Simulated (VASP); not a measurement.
A run of VASP 6.6.1 is set up as follows.

File INCAR:

```
SYSTEM = KCl
  PREC = Accurate
  ENCUT = 600
  EDIFF = 1E-6
  ISMEAR = 0
  SIGMA = 0.03
  LREAL = .False.
  LASPH = .True.
  NELM = 80
  ALGO = Normal
  ISIF = 3
  LWAVE = .False.
  LCHARG = .False.
  METAGGA = R2SCAN
  LMIXTAU = .True.
  IBRION = 2
  NSW = 90
  EDIFFG = -0.01
```

Contents of KPOINTS:

```
Automatic mesh
0
Gamma
  8 8 8
  0 0 0
```

POSCAR

```
KCl
1.0
    0.0000000000      3.1464700000      3.1464700000
    3.1464700000      0.0000000000      3.1464700000
    3.1464700000      3.1464700000      0.0000000000
K Cl
1 1
Direct
    0.0000000000      0.0000000000      0.0000000000
    0.5000000000      0.5000000000      0.5000000000
```

Potentials or basis: VASP PAW PBE potentials, release 64 (K_sv, Cl).

Launch:

```console
$ cat potpaw_PBE.64/K_sv/POTCAR potpaw_PBE.64/Cl/POTCAR > POTCAR
$ mpirun -np 1 vasp_std > vasp.out
```

(1) Predict the band gap on the k mesh.

Answers

(1) 5.83 eV, direct.

Caveat: the relaxation stopped at its first step, so nothing moved.
